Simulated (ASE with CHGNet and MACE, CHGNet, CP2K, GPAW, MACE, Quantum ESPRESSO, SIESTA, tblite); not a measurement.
# Machine-learned potentials runs on rock-salt TiC, an end member of the NbC–TiC series (64 atoms)

Aim: run rock-salt TiC, an end member of the NbC–TiC series (64 atoms) in machine-learned potentials and see how near its forces come to a plane-wave reference, and at what cost.

Calculated with ASE with CHGNet and MACE; the method is named at each step.

### 1. The starting structure

The cell holds 64 atoms: 32 Ti and 32 C. Cell: a = 8.656 Å, b = 8.656 Å, c = 8.656 Å, α = 90.0°, β = 90.0°, γ = 90.0°. It derives from NbC (rock-salt), repeated 2×2×2. Rock-salt NbC, 2 x 2 x 2 conventional cells, 32 of 32 Nb sites given to Ti at random (x = 1.000), lattice by Vegard's rule (a = 4.328 Å); not relaxed, displaced by a Gaussian of 0.02 Å. Then every atom was moved at random, 0.03 Å r.m.s. a Cartesian component.

The yardstick, on the same geometry:

| Quantity | Value |
| --- | --- |
| method | Kohn-Sham DFT, PBE, SSSP efficiency 1.3.0 pseudopotentials, plane waves (Quantum ESPRESSO 7.5); sssp-pbe-1.3.0-efficiency, cutoffs 45/360 Ry, Γ point |
| r.m.s. force component | 0.5057 eV/Å |
| longest force | 1.782 eV/Å |
| pressure | 0.7943 GPa |
| time | 75 s on 4 MPI ranks of Arm Neoverse V1, shared host |
| CPU time | 5 min |

### 2. CHGNet r2SCAN potential

Method: machine-learned interatomic potential CHGNet r2SCAN, trained on r2SCAN plane-wave data.

The input, run.py:

```python
import numpy as np
from ase.io import read
import mlip  # loads the published weights by name

atoms = read("structure.xyz")
atoms.calc = mlip.calc("chgnet-r2scan")
energy = atoms.get_potential_energy()
forces = atoms.get_forces()
print(f"energy {energy:.6f} eV")
print("forces (eV/A)")
for i, (a, f) in enumerate(zip(atoms, forces)):
    print(f"{i:4d} {a.symbol:2s} {f[0]:10.5f} {f[1]:10.5f} {f[2]:10.5f}")
stress = -atoms.get_stress(voigt=False) * 160.21766
print("stress (GPa, compression positive)")
for row in stress:
    print(" ".join(f"{x:10.4f}" for x in row))
```

The input, structure.xyz:

```xyz
64
Lattice="8.65600 0.00000 0.00000 0.00000 8.65600 0.00000 0.00000 0.00000 8.65600" Properties=species:S:1:pos:R:3 pbc="T T T"
Ti 8.63436 8.63999 0.03826
C 2.17872 0.00563 8.61402
Ti 8.58147 2.23810 2.17802
C 2.25861 2.14963 2.19083
Ti 2.14582 0.05194 2.18529
C 0.00995 0.02129 2.10427
Ti 2.13137 2.15664 0.03783
C 8.65332 2.17136 0.00649
Ti 0.00658 8.61056 4.28065
C 2.23411 0.01852 4.34964
Ti 8.62389 2.13093 6.48715
C 2.17231 2.20010 6.49468
Ti 2.22009 8.64656 6.47417
C 0.05003 0.02675 6.43790
Ti 2.19776 2.19577 4.28481
C 8.61341 2.15907 4.29476
Ti 0.02017 4.29130 8.59290
C 2.11198 4.32895 8.58364
Ti 8.57273 6.49226 2.19248
C 2.16357 6.47884 2.18529
Ti 2.16184 4.37448 2.17092
C 0.01723 4.38825 2.23671
Ti 2.17015 6.46880 0.01463
C 0.03878 6.47001 8.57836
Ti 0.03540 4.31008 4.33683
C 2.12834 4.26118 4.38002
Ti 0.05765 6.56610 6.47304
C 2.18590 6.43028 6.46110
Ti 2.13578 4.31597 6.45885
C 0.02657 4.30904 6.44560
Ti 2.13786 6.47850 4.33562
C 0.01610 6.50697 4.37171
Ti 4.42962 0.01653 8.64250
C 6.46309 8.60978 8.60735
Ti 4.37050 2.12851 2.14175
C 6.47503 2.16703 2.12020
Ti 6.44361 8.64518 2.19369
C 4.32341 0.01532 2.16530
Ti 6.51104 2.17352 8.62839
C 4.30506 2.09934 8.63687
Ti 4.37085 0.05618 4.31978
C 6.45400 0.00883 4.33657
Ti 4.32004 2.17352 6.43167
C 6.42215 2.18607 6.49460
Ti 6.53476 8.65470 6.48559
C 4.41993 0.01809 6.51226
Ti 6.45980 2.17889 4.36219
C 4.33553 2.21819 4.28862
Ti 4.37249 4.31701 0.02251
C 6.48447 4.31285 0.03229
Ti 4.31545 6.50793 2.13846
C 6.48707 6.52827 2.17473
Ti 6.49927 4.30731 2.21169
C 4.35379 4.32289 2.12297
Ti 6.58479 6.52195 0.01125
C 4.34220 6.45859 8.63523
[... 4 atom lines left out ...]
Ti 6.45841 4.32835 6.52931
C 4.31328 4.36003 6.50109
Ti 6.49901 6.52758 4.32523
C 4.32402 6.49745 4.37708
```

Command:

```bash
> OMP_NUM_THREADS=1 python run.py > output.txt
```

Output:

```text
CHGNet vr2scan initialized with 412,525 parameters
CHGNet will run on cpu
energy -795.106567 eV
forces (eV/A)
   0 Ti    0.15569    0.12519   -0.16909
   1 C    -0.08761   -0.10442    0.14580
   2 Ti    0.22856   -0.24367    0.06515
   3 C    -0.70947    0.27714   -0.31666
   4 Ti    0.08622   -0.29405   -0.07795
   5 C    -0.04091    0.01514    0.30403
   6 Ti    0.12890   -0.03845   -0.07869
   7 C    -0.01763   -0.13038   -0.07784
   8 Ti    0.04990    0.41036   -0.02853
   9 C    -0.41843   -0.18584   -0.12685
  10 Ti    0.20160   -0.03607   -0.13091
  11 C    -0.09777   -0.45376    0.00422
  12 Ti    0.00848    0.13391    0.07844
  13 C    -0.02673    0.01630    0.17355
  14 Ti   -0.15983   -0.27724    0.14548
  15 C     0.13854   -0.11241    0.05673
  16 Ti   -0.14930    0.19561    0.12647
  17 C     0.37098   -0.08525    0.72612
  18 Ti    0.49037   -0.07879   -0.12251
  19 C     0.00495    0.07927   -0.12108
  20 Ti    0.04255   -0.17036   -0.14189
  21 C    -0.01927   -0.24430   -0.64112
  22 Ti   -0.08452    0.17458    0.10186
  23 C    -0.10894    0.11814    0.58738
[...]
56 Ti    0.11403    0.00801   -0.07479
  57 C    -0.08967    0.09207   -0.15595
  58 Ti    0.23059    0.37744   -0.16695
  59 C    -0.05123    0.01692   -0.12844
  60 Ti    0.22798    0.21476   -0.20475
  61 C     0.21054   -0.30890   -0.08719
  62 Ti   -0.17592   -0.23422    0.23970
  63 C     0.08187   -0.01440   -0.35509
stress (GPa, compression positive)
    2.0064     0.0082    -0.0463
    0.0082     1.9041    -0.0043
   -0.0463    -0.0043     1.9065
```

Elapsed: 5 s, on 1 thread of Arm Neoverse V1, shared host; peak memory 1 GiB.

Banners, paths, timers and routine set-up lines are dropped from the logs unmarked, and long logs keep their key lines alone; longer cuts are marked.

Against the reference:

```
r.m.s. force component                  : 0.2365 eV/Å
r.m.s. difference of force components   : 334.9 meV/Å
longest difference of force vectors     : 1325 meV/Å
force difference over r.m.s. force      : 66.23 %
slope of forces against the reference's : 0.3901
correlation of force components         : 0.8341
pressure                                : 1.939 GPa
pressure difference                     : 1.145 GPa
```

Length of the force difference by element (eV/Å):

```tsv
element	atoms	mean	most
C	32	0.36	0.67
Ti	32	0.69	1.3
```

A closer look about C20, picked at random: 9 atoms, nearest first, numbered in the order of the input, with positions taken from that point.

```tsv
atom	x	y	z	distance (Å)	bonds	Fx	Fy	Fz (eV/Å)
C20	0.00	0.00	0.00	0.00	6	0.00	0.08	-0.12
Ti21	0.00	-2.10	-0.01	2.10	6	0.04	-0.17	-0.14
Ti31	-0.03	0.00	2.15	2.15	6	0.24	0.15	-0.21
Ti51	2.15	0.03	-0.05	2.15	6	0.01	0.03	-0.02
Ti23	0.01	-0.01	-2.17	2.17	6	-0.08	0.17	0.10
Ti5	-0.02	2.23	0.00	2.23	6	0.09	-0.29	-0.08
Ti19	-2.25	0.01	0.01	2.25	6	0.49	-0.08	-0.12
C22	-2.15	-2.09	0.05	3.00	6	-0.02	-0.24	-0.64
C32	-2.15	0.03	2.19	3.06	6	-0.15	0.01	-0.45
```

Atoms are counted from 1 here, from 0 in the log.

Forces lie 66 % from the reference's, at 0.014 times its CPU time (on 1 against 4 cores).

### 3. MACE MPA-0 medium potential

Method: machine-learned interatomic potential MACE MPA-0 medium, trained on PBE(+U) plane-wave data.

Changes to run.py since step 2:

```diff
@@ -5,3 +5,3 @@
 atoms = read("structure.xyz")
-atoms.calc = mlip.calc("chgnet-r2scan")
+atoms.calc = mlip.calc("mace-mpa-0-medium")
 energy = atoms.get_potential_energy()
```

structure.xyz is that of step 2.

Output:

```text
energy -597.517839 eV
forces (eV/A)
   0 Ti    0.67074    0.29791   -0.67802
   1 C    -0.24004   -0.16452    0.58784
   2 Ti    0.86687   -0.85427   -0.10434
   3 C    -1.34505    0.47474   -0.53137
   4 Ti    0.31717   -0.70096   -0.36951
   5 C    -0.30423   -0.07309    0.86944
   6 Ti    0.58890    0.00158   -0.61908
   7 C    -0.15920   -0.21800   -0.16229
   8 Ti    0.10849    1.01042    0.36906
   9 C    -0.90438   -0.30184   -0.46935
  10 Ti    0.48844    0.32485   -0.24807
  11 C    -0.19038   -0.86196   -0.10853
  12 Ti   -0.19576    0.36900    0.24788
  13 C    -0.22143   -0.21965    0.43568
  14 Ti   -0.39055   -0.61107    0.55046
  15 C     0.44146   -0.04229    0.37154
  16 Ti   -0.25411    0.58671    0.51476
  17 C     0.69404   -0.16665    1.27204
  18 Ti    1.25615    0.08718   -0.32642
  19 C    -0.00723    0.27323   -0.33761
  20 Ti    0.08849   -0.53050   -0.23826
  21 C    -0.24890   -0.70730   -1.10008
  22 Ti    0.02652    0.37392   -0.22789
  23 C    -0.32832    0.36370    1.19687
[...]
56 Ti    0.32873   -0.32257    0.02506
  57 C    -0.06466    0.24062   -0.26521
  58 Ti    0.85243    0.87905   -0.70010
  59 C    -0.03978    0.22554   -0.29348
  60 Ti    0.45973    0.26712   -0.46621
  61 C     0.23807   -0.61793   -0.12936
  62 Ti   -0.34797   -0.51743    0.51907
  63 C     0.06930    0.12248   -0.69592
stress (GPa, compression positive)
    2.1041    -0.0119    -0.0602
   -0.0119     1.7888    -0.0434
   -0.0602    -0.0434     1.8597
```

Wall time 8.3 s (1 thread); peak memory 1 GiB.

Compared with the plane-wave run:

```
r.m.s. force component                  : 0.5303 eV/Å
r.m.s. difference of force components   : 219.4 meV/Å
longest difference of force vectors     : 801 meV/Å
force difference over r.m.s. force      : 43.39 %
slope of forces against the reference's : 0.9557
correlation of force components         : 0.9114
pressure                                : 1.917 GPa
pressure difference                     : 1.123 GPa
```

Against the first run (66 %), the force difference from the reference is 43 %, at 1.9 times the CPU time.

### 4. MACE MP-0b2 small potential

Method: machine-learned interatomic potential MACE MP-0b2 small, trained on PBE(+U) plane-wave data.

Changes to run.py since step 3:

```diff
@@ -5,3 +5,3 @@
 atoms = read("structure.xyz")
-atoms.calc = mlip.calc("mace-mpa-0-medium")
+atoms.calc = mlip.calc("mace-mp-0b2-small")
 energy = atoms.get_potential_energy()
```

structure.xyz is that of step 3.

Output:

```text
energy -596.802560 eV
forces (eV/A)
   0 Ti    0.41445    0.28565   -0.54017
   1 C    -0.19415   -0.22369    0.50669
   2 Ti    0.64911   -0.65570   -0.10719
   3 C    -1.42423    0.51233   -0.52342
   4 Ti    0.33496   -0.69808   -0.30039
   5 C    -0.25098   -0.04370    0.74969
   6 Ti    0.50538    0.00477   -0.45167
   7 C    -0.14494   -0.26589   -0.15301
   8 Ti    0.05269    0.94455    0.17421
   9 C    -0.87614   -0.30365   -0.38672
  10 Ti    0.39184    0.13930   -0.28145
  11 C    -0.20654   -0.89623   -0.07325
  12 Ti   -0.11545    0.30100    0.17215
  13 C    -0.17681   -0.13530    0.43262
  14 Ti   -0.34968   -0.51117    0.42013
  15 C     0.39997   -0.14683    0.30450
  16 Ti   -0.32612    0.54639    0.43475
  17 C     0.73157   -0.18460    1.32187
  18 Ti    1.08917   -0.02973   -0.29691
  19 C    -0.04629    0.29090   -0.28110
  20 Ti    0.07897   -0.53420   -0.16724
  21 C    -0.18568   -0.60419   -1.15458
  22 Ti   -0.07291    0.33382   -0.14072
  23 C    -0.26855    0.31907    1.16472
[...]
56 Ti    0.15531   -0.33287   -0.04968
  57 C    -0.05699    0.25509   -0.23734
  58 Ti    0.66894    0.80841   -0.54613
  59 C    -0.04243    0.15565   -0.27972
  60 Ti    0.49736    0.28153   -0.43606
  61 C     0.29180   -0.63652   -0.15970
  62 Ti   -0.25235   -0.48315    0.49582
  63 C     0.08196    0.15118   -0.71250
stress (GPa, compression positive)
    1.7512    -0.0521    -0.0396
   -0.0521     1.4595    -0.0378
   -0.0396    -0.0378     1.5679
```

Elapsed: 6.3 s, on 1 thread; peak memory 0.67 GiB.

Against the reference:

```
r.m.s. force component                  : 0.4943 eV/Å
r.m.s. difference of force components   : 238.6 meV/Å
longest difference of force vectors     : 885.3 meV/Å
force difference over r.m.s. force      : 47.18 %
slope of forces against the reference's : 0.8664
correlation of force components         : 0.8864
pressure                                : 1.593 GPa
pressure difference                     : 0.7986 GPa
```

Against the first run (66 %), the force difference from the reference is 47 %, at 1.5 times the CPU time.

### 5. All runs compared

Differences are against the plane-wave reference, forces as r.m.s. over components; share is that over the reference's r.m.s. force, slope the least-squares factor from reference forces to these. Total energies of different programs have different zeros and aren't compared.

```tsv
run	Δ force, r.m.s. (meV/Å)	share (%)	slope	Δ pressure (GPa)	cores	CPU time	memory (GiB)
reference	-	-	-	-	4	5 min	1.7
CHGNet r2SCAN potential	335	66.2	0.390	1.14	1	4.2 s	1.0
MACE MPA-0 medium potential	219	43.4	0.956	1.12	1	7.9 s	1
MACE MP-0b2 small potential	239	47.2	0.866	0.799	1	6.3 s	0.67
```

Times of the machine-learned potentials are mostly Python's start and the loading of weights.

CPU time is summed over cores on a shared host, where runs went side by side, so it is rough. Symmetry, cutoffs, thresholds, outputs and thread counts weren't matched or tuned between programs; memory under MPI is the largest rank's times the ranks.

### 6. Summary of results

* nearest in forces: MACE MPA-0 medium potential, 43 %
* its CPU time: 7.9 s

In words: Machine-learned potentials differ by 43 % (MACE MPA-0 medium potential) to 66 % (CHGNet r2SCAN potential); they were trained on other programs' data, some at another functional. The reference's pressure holds the uncorrected Pulay stress of its 45 Ry basis, so small pressure differences, and their order, may be the reference's own error. Machine-learned potentials mimic data converged in k, so the reference's own k-point error enters their differences. The electronic-structure runs sample only Γ, in a cell whose shortest periodic width is 9 Å, which is coarse for a cell with partly filled levels.

[Also dropped from logs without a mark: logging warnings of Python, and SIESTA's first energy breakdown and zero terms.]

[Logs are printed without paths, hosts, clocks, repeated set-up lines and the standing remarks that a program may print on its own settings, such as how far it seeks lower states.]

[Hosts, paths, dates, database ids (printed as entryN), source tags and the programs' standing remarks are cut or masked in the printed files.]
